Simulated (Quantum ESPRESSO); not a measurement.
# Dielectric function and optical constants of AlP, part 2 of 3

Wanted: where AlP starts to absorb, how strongly, and its refractive index. The cell comes from an older database entry, whose edges can differ from later determinations, mostly by under a per cent.

Quantum ESPRESSO 7.5; DFT, PBE, plane waves with norm-conserving potentials (PseudoDojo), scalar-relativistic, independent-particle optical response without local fields and without the non-local commutator.

So far. Step 2 (Ground state): There is a gap, 1.69 eV on this mesh (points off the mesh can give less), so no carriers' term is needed.

The database entry behind the starting cell differs from later determinations by our own check (0.1 to 0.3 % short, probably kX units), so it need not match the best structure at ambient conditions.

## Step 3: Ground state with the final occupations

Level of this step: DFT, PBE, plane waves with norm-conserving potentials (PseudoDojo), scalar-relativistic, ground state (Quantum ESPRESSO).

With the gap or the metal settled, the ground state is repeated with the fitting occupations, and the later steps take its density.

scf.in reads:

```
&control
  calculation = 'scf'
  prefix = 'x'
  outdir = './tmp'
  pseudo_dir = './'
  verbosity = 'high'
/
&system
  ibrav = 0
  nat = 2
  ntyp = 2
  ecutwfc = 70
  occupations = 'fixed'
/
&electrons
  conv_thr = 1e-09
  electron_maxstep = 100
/
ATOMIC_SPECIES
  P 1.0 P.upf
  Al 1.0 Al.upf
CELL_PARAMETERS angstrom
  0.000000000000 2.725500000000 2.725500000000
  2.725500000000 0.000000000000 2.725500000000
  2.725500000000 2.725500000000 0.000000000000
ATOMIC_POSITIONS crystal
  P 0.750000000000 0.750000000000 0.750000000000
  Al 0.000000000000 0.000000000000 0.000000000000
K_POINTS automatic
  7 7 7 0 0 0
```

On the command line:

```sh
$ mpirun -n 4 pw.x -nk 4 -in scf.in
```

The program printed:

```text
[banner, memory and clock lines left out]

     using ibrav=0 with symmetry is DISCOURAGED, use correct ibrav instead

     G-vector sticks info

     bravais-lattice index     =            0
     lattice parameter (alat)  =       7.2838  a.u.
     unit-cell volume          =     273.2531 (a.u.)^3
     number of atoms/cell      =            2
     number of atomic types    =            2
     number of electrons       =         8.00
     number of Kohn-Sham states=            4
     kinetic-energy cutoff     =      70.0000  Ry
     charge density cutoff     =     280.0000  Ry
     scf convergence threshold =      1.0E-09
     mixing beta               =       0.7000
     number of iterations used =            8  plain     mixing
     Exchange-correlation= PBE
                           (   1   4   3   4   0   0   0)

     celldm(1)=   7.283834  celldm(2)=   0.000000  celldm(3)=   0.000000
     celldm(4)=   0.000000  celldm(5)=   0.000000  celldm(6)=   0.000000

     crystal axes: (cart. coord. in units of alat)
               a(1) = (   0.000000   0.707107   0.707107 )
               a(2) = (   0.707107   0.000000   0.707107 )
               a(3) = (   0.707107   0.707107   0.000000 )

     reciprocal axes: (cart. coord. in units 2 pi/alat)
               b(1) = ( -0.707107  0.707107  0.707107 )
               b(2) = (  0.707107 -0.707107  0.707107 )
               b(3) = (  0.707107  0.707107 -0.707107 )

     ./P.upf
     Pseudo is Norm-conserving + core correction, Zval =  5.0
     Generated using ONCVPSP code by D. R. Hamann
     Using radial grid of 1298 points,  6 beta functions with:
                l(1) =   0
                l(2) =   0
                l(3) =   1
                l(4) =   1
                l(5) =   2
                l(6) =   2

     ./Al.upf
     Pseudo is Norm-conserving + core correction, Zval =  3.0
     Generated using ONCVPSP code by D. R. Hamann
     Using radial grid of 1876 points,  6 beta functions with:
                l(1) =   0
                l(2) =   0
                l(3) =   1
                l(4) =   1
                l(5) =   2
                l(6) =   2

     atomic species   valence    mass     pseudopotential
     P                 5.00     1.00000     P ( 1.00)
     Al                3.00     1.00000     Al( 1.00)

     24 Sym. Ops. (no inversion) found

                                    s                        frac. trans.

     [... symmetry matrices left out ...]
   Cartesian axes

     site n.     atom                  positions (alat units)
         1        P      tau(   1) = (   1.0606602   1.0606602   1.0606602  )
         2        Al     tau(   2) = (   0.0000000   0.0000000   0.0000000  )

   Crystallographic axes

     site n.     atom                  positions (cryst. coord.)
         1        P      tau(   1) = (  0.7500000  0.7500000  0.7500000  )
         2        Al     tau(   2) = (  0.0000000  0.0000000  0.0000000  )

     number of k points=    20
                       cart. coord. in units 2pi/alat
        k(    1) = (   0.0000000   0.0000000   0.0000000), wk =   0.0058309
        k(    2) = (   0.1010153   0.1010153  -0.1010153), wk =   0.0466472
        k(    3) = (   0.2020305   0.2020305  -0.2020305), wk =   0.0466472
        k(    4) = (   0.3030458   0.3030458  -0.3030458), wk =   0.0466472
        k(    5) = (   0.2020305  -0.0000000   0.0000000), wk =   0.0349854
        k(    6) = (   0.3030458   0.1010153  -0.1010153), wk =   0.1399417
        k(    7) = (   0.4040610   0.2020305  -0.2020305), wk =   0.1399417
        k(    8) = (  -0.2020305  -0.4040610   0.4040610), wk =   0.1399417
        k(    9) = (  -0.1010153  -0.3030458   0.3030458), wk =   0.1399417
        k(   10) = (  -0.0000000  -0.2020305   0.2020305), wk =   0.0699708
        k(   11) = (   0.4040610  -0.0000000   0.0000000), wk =   0.0349854
        k(   12) = (   0.5050763   0.1010153  -0.1010153), wk =   0.1399417
        k(   13) = (  -0.1010153  -0.5050763   0.5050763), wk =   0.1399417
        k(   14) = (   0.0000000  -0.4040610   0.4040610), wk =   0.0699708
        k(   15) = (   0.6060915  -0.0000000   0.0000000), wk =   0.0349854
        k(   16) = (  -0.0000000  -0.6060915   0.6060915), wk =   0.0699708
[...]
cryst. coord.
[...]
k(   13) = (  -0.0000000   0.2857143  -0.4285714), wk =   0.1399417
        k(   14) = (   0.0000000   0.2857143  -0.2857143), wk =   0.0699708
        k(   15) = (   0.0000000   0.4285714   0.4285714), wk =   0.0349854
        k(   16) = (   0.0000000   0.4285714  -0.4285714), wk =   0.0699708
        k(   17) = (   0.1428571   0.2857143   0.4285714), wk =   0.1399417
        k(   18) = (   0.1428571   0.2857143  -0.4285714), wk =   0.2798834
        k(   19) = (   0.1428571   0.4285714  -0.4285714), wk =   0.1399417
        k(   20) = (   0.1428571   0.4285714  -0.2857143), wk =   0.1399417

     Dense  grid:    21595 G-vectors     FFT dimensions: (  40,  40,  40)

     Initial potential from superposition of free atoms

     starting charge       7.9974, renormalised to       8.0000
     Starting wfcs are    8 randomized atomic wfcs

     Self-consistent Calculation

     iteration #  1     ecut=    70.00 Ry     beta= 0.70
     Davidson diagonalization with overlap

            48 MiB given to the printing process from OS
            17 MiB allocation reported by mallinfo(arena+hblkhd)
------------------
     ethr =  1.00E-02,  avg # of iterations =  2.0

     total energy              =     -18.54943829 Ry
     estimated scf accuracy    <       0.08983124 Ry

     iteration #  2     ecut=    70.00 Ry     beta= 0.70
     Davidson diagonalization with overlap

            55 MiB given to the printing process from OS
            23 MiB allocation reported by mallinfo(arena+hblkhd)
------------------
     ethr =  1.12E-03,  avg # of iterations =  2.0

     total energy              =     -18.57562768 Ry
     estimated scf accuracy    <       0.00812430 Ry

     iteration #  3     ecut=    70.00 Ry     beta= 0.70
     Davidson diagonalization with overlap

            57 MiB given to the printing process from OS
            24 MiB allocation reported by mallinfo(arena+hblkhd)
------------------
     ethr =  1.02E-04,  avg # of iterations =  2.0

     total energy              =     -18.57626805 Ry
     estimated scf accuracy    <       0.00107710 Ry

     iteration #  4     ecut=    70.00 Ry     beta= 0.70
     Davidson diagonalization with overlap

            57 MiB given to the printing process from OS
            24 MiB allocation reported by mallinfo(arena+hblkhd)
------------------
     ethr =  1.35E-05,  avg # of iterations =  2.9

     total energy              =     -18.57665026 Ry
     estimated scf accuracy    <       0.00028587 Ry

     iteration #  5     ecut=    70.00 Ry     beta= 0.70
     Davidson diagonalization with overlap

            57 MiB given to the printing process from OS
            25 MiB allocation reported by mallinfo(arena+hblkhd)
------------------
     ethr =  3.57E-06,  avg # of iterations =  2.2

     total energy              =     -18.57668259 Ry
     estimated scf accuracy    <       0.00001678 Ry

     iteration #  6     ecut=    70.00 Ry     beta= 0.70
     Davidson diagonalization with overlap

            58 MiB given to the printing process from OS
            26 MiB allocation reported by mallinfo(arena+hblkhd)
------------------
     ethr =  2.10E-07,  avg # of iterations =  5.3

     total energy              =     -18.57669953 Ry
     estimated scf accuracy    <       0.00002893 Ry

     iteration #  7     ecut=    70.00 Ry     beta= 0.70
     Davidson diagonalization with overlap

            59 MiB given to the printing process from OS
            26 MiB allocation reported by mallinfo(arena+hblkhd)
------------------
     ethr =  2.10E-07,  avg # of iterations =  2.0

     total energy              =     -18.57670236 Ry
     estimated scf accuracy    <       0.00000108 Ry

     iteration #  8     ecut=    70.00 Ry     beta= 0.70
     Davidson diagonalization with overlap

            59 MiB given to the printing process from OS
            27 MiB allocation reported by mallinfo(arena+hblkhd)
------------------
     ethr =  1.35E-08,  avg # of iterations =  4.0

     total energy              =     -18.57670274 Ry
     estimated scf accuracy    <       0.00000218 Ry

     iteration #  9     ecut=    70.00 Ry     beta= 0.70
     Davidson diagonalization with overlap

            60 MiB given to the printing process from OS
            28 MiB allocation reported by mallinfo(arena+hblkhd)
------------------
     ethr =  1.35E-08,  avg # of iterations =  2.2

     total energy              =     -18.57670323 Ry
     estimated scf accuracy    <       0.00000001 Ry

     iteration # 10     ecut=    70.00 Ry     beta= 0.70
     Davidson diagonalization with overlap

            61 MiB given to the printing process from OS
            28 MiB allocation reported by mallinfo(arena+hblkhd)
------------------
     ethr =  1.37E-10,  avg # of iterations =  5.7

     total energy              =     -18.57670320 Ry
     estimated scf accuracy    <       0.00000015 Ry

     iteration # 11     ecut=    70.00 Ry     beta= 0.70
     Davidson diagonalization with overlap

            61 MiB given to the printing process from OS
            28 MiB allocation reported by mallinfo(arena+hblkhd)
------------------
     ethr =  1.37E-10,  avg # of iterations =  3.6

     total energy              =     -18.57670321 Ry
     estimated scf accuracy    <          5.5E-09 Ry

     iteration # 12     ecut=    70.00 Ry     beta= 0.70
     Davidson diagonalization with overlap

            61 MiB given to the printing process from OS
            28 MiB allocation reported by mallinfo(arena+hblkhd)
------------------
     ethr =  6.87E-11,  avg # of iterations =  3.0

     total energy              =     -18.57670322 Ry
     estimated scf accuracy    <          3.0E-09 Ry

     iteration # 13     ecut=    70.00 Ry     beta= 0.70
     Davidson diagonalization with overlap

            61 MiB given to the printing process from OS
            28 MiB allocation reported by mallinfo(arena+hblkhd)
------------------
     ethr =  3.81E-11,  avg # of iterations =  1.0

     total energy              =     -18.57670322 Ry
     estimated scf accuracy    <          1.9E-09 Ry

     iteration # 14     ecut=    70.00 Ry     beta= 0.70
     Davidson diagonalization with overlap

            61 MiB given to the printing process from OS
            28 MiB allocation reported by mallinfo(arena+hblkhd)
------------------
     ethr =  2.39E-11,  avg # of iterations =  1.3

     End of self-consistent calculation

          k = 0.0000 0.0000 0.0000 (  2733 PWs)   bands (ev):

    -6.4569   5.0804   5.0804   5.0804

     occupation numbers
     1.0000   1.0000   1.0000   1.0000

          k = 0.1010 0.1010-0.1010 (  2698 PWs)   bands (ev):

    -6.2316   3.5792   4.8923   4.8923

     occupation numbers
     1.0000   1.0000   1.0000   1.0000

          k = 0.2020 0.2020-0.2020 (  2698 PWs)   bands (ev):

    -5.6140   1.3695   4.5562   4.5562

     occupation numbers
     1.0000   1.0000   1.0000   1.0000

          k = 0.3030 0.3030-0.3030 (  2725 PWs)   bands (ev):

    -4.9039  -0.2212   4.3419   4.3419

     occupation numbers
     1.0000   1.0000   1.0000   1.0000

          k = 0.2020-0.0000 0.0000 (  2714 PWs)   bands (ev):

    -6.1559   3.7213   4.4897   4.4897

     occupation numbers
     1.0000   1.0000   1.0000   1.0000

          k = 0.3030 0.1010-0.1010 (  2706 PWs)   bands (ev):

    -5.6639   2.0154   4.0786   4.0830

     occupation numbers
     1.0000   1.0000   1.0000   1.0000

          k = 0.4041 0.2020-0.2020 (  2700 PWs)   bands (ev):

    -4.9449   0.3000   3.5271   3.9317

     occupation numbers
     1.0000   1.0000   1.0000   1.0000

          k =-0.2020-0.4041 0.4041 (  2702 PWs)   bands (ev):

    -4.6369  -0.2709   3.1699   4.0888

     occupation numbers
     1.0000   1.0000   1.0000   1.0000

     [... further k points left out ...]

     highest occupied level (ev):     5.0804

!    total energy              =     -18.57670322 Ry
     estimated scf accuracy    <          3.3E-10 Ry

     The total energy is the sum of the following terms:
     one-electron contribution =       3.36059155 Ry
     hartree contribution      =       1.83847261 Ry
     xc contribution           =      -6.30705686 Ry
     ewald contribution        =     -17.46871052 Ry

     convergence has been achieved in  14 iterations

     XML data file, charge density, pseudopotentials, collected wavefunctions

                                        0.00s GPU  (     274 calls)
```

Elapsed: 2.5 s, on 4 MPI ranks of Arm Neoverse V2, shared host; peak memory 0.06 GiB; 9.6 s of CPU time.

## Step 4: Bands on the whole mesh, 11×11×11

At the fixed density, many empty bands are solved on the mesh of the response, since the spectrum sums over them.

This step: DFT, PBE, plane waves with norm-conserving potentials (PseudoDojo), scalar-relativistic, bands at fixed density (Quantum ESPRESSO 7.5).

nscf.in, as its differences from scf.in of step 3:

```diff
@@ -1,3 +1,3 @@
 &control
-  calculation = 'scf'
+  calculation = 'nscf'
   prefix = 'x'
@@ -5,3 +5,2 @@
   pseudo_dir = './'
-  verbosity = 'high'
 /
@@ -13,2 +12,5 @@
   occupations = 'fixed'
+  nbnd = 22
+  nosym = .true.
+  noinv = .true.
 /
@@ -17,2 +19,3 @@
   electron_maxstep = 100
+  diago_full_acc = .true.
 /
@@ -29,2 +32,2 @@
 K_POINTS automatic
-  7 7 7 0 0 0
+  11 11 11 0 0 0
```

On the command line:

```sh
$ mpirun -n 4 pw.x -nk 4 -in nscf.in
```

The program printed:

```text
[banner, memory and clock lines left out]

     Atomic positions and unit cell read from directory:

     G-vector sticks info

     bravais-lattice index     =            0
     lattice parameter (alat)  =       7.2838  a.u.
     unit-cell volume          =     273.2531 (a.u.)^3
     number of atoms/cell      =            2
     number of atomic types    =            2
     number of electrons       =         8.00
     number of Kohn-Sham states=           22
     kinetic-energy cutoff     =      70.0000  Ry
     charge density cutoff     =     280.0000  Ry
     Exchange-correlation= PBE
                           (   1   4   3   4   0   0   0)

     celldm(1)=   7.283834  celldm(2)=   0.000000  celldm(3)=   0.000000
     celldm(4)=   0.000000  celldm(5)=   0.000000  celldm(6)=   0.000000

     crystal axes: (cart. coord. in units of alat)
               a(1) = (   0.000000   0.707107   0.707107 )
               a(2) = (   0.707107   0.000000   0.707107 )
               a(3) = (   0.707107   0.707107   0.000000 )

     reciprocal axes: (cart. coord. in units 2 pi/alat)
               b(1) = ( -0.707107  0.707107  0.707107 )
               b(2) = (  0.707107 -0.707107  0.707107 )
               b(3) = (  0.707107  0.707107 -0.707107 )

     ./P.upf
     Pseudo is Norm-conserving + core correction, Zval =  5.0
     Generated using ONCVPSP code by D. R. Hamann
     Using radial grid of 1298 points,  6 beta functions with:
                l(1) =   0
                l(2) =   0
                l(3) =   1
                l(4) =   1
                l(5) =   2
                l(6) =   2

     ./Al.upf
     Pseudo is Norm-conserving + core correction, Zval =  3.0
     Generated using ONCVPSP code by D. R. Hamann
     Using radial grid of 1876 points,  6 beta functions with:
                l(1) =   0
                l(2) =   0
                l(3) =   1
                l(4) =   1
                l(5) =   2
                l(6) =   2

     atomic species   valence    mass     pseudopotential
     P                 5.00     1.00000     P ( 1.00)
     Al                3.00     1.00000     Al( 1.00)

     No symmetry found

   Cartesian axes

     site n.     atom                  positions (alat units)
         1        P      tau(   1) = (   1.0606602   1.0606602   1.0606602  )
         2        Al     tau(   2) = (   0.0000000   0.0000000   0.0000000  )

     number of k points=  1331

     Number of k-points >= 100: set verbosity='high' to print them.

     Dense  grid:    21595 G-vectors     FFT dimensions: (  40,  40,  40)

     The potential is recalculated from file :

     Starting wfcs are    8 randomized atomic wfcs +   14 random wfcs

     Band Structure Calculation
     Davidson diagonalization with overlap

     ethr =  1.25E-11,  avg # of iterations = 45.2

     End of band structure calculation

     Number of k-points >= 100: set verbosity='high' to print the bands.

     highest occupied, lowest unoccupied level (ev):     5.0805    6.6988

     XML data file, pseudopotentials, collected wavefunctions

                                        0.00s GPU  (   16584 calls)

[... left out ...]
ulation
     Davidson diagonalization with overlap

     ethr =  1.25E-11,  avg # of iterations = 45.2

     End of band structure calculation

     Number of k-points >= 100: set verbosity='high' to print the bands.

     highest occupied, lowest unoccupied level (ev):     5.0805    6.6988

     XML data file, pseudopotentials, collected wavefunctions

                                        0.00s GPU  (   16584 calls)
```

Run time: 4.2 min. Hardware: 4 MPI ranks; peak memory 0.05 GiB; 17 min of CPU time.

[end of part 2 of 3]

[Machine, clock, banner and «Message from routine» lines are left out of the logs.]

[Logs are printed without paths, hosts, clocks, repeated set-up lines and the standing remarks that a program may print on its own settings, such as how far it seeks lower states.]

[Hosts, paths, dates, database ids (printed as entryN), source tags and the programs' standing remarks are cut or masked in the printed files.]
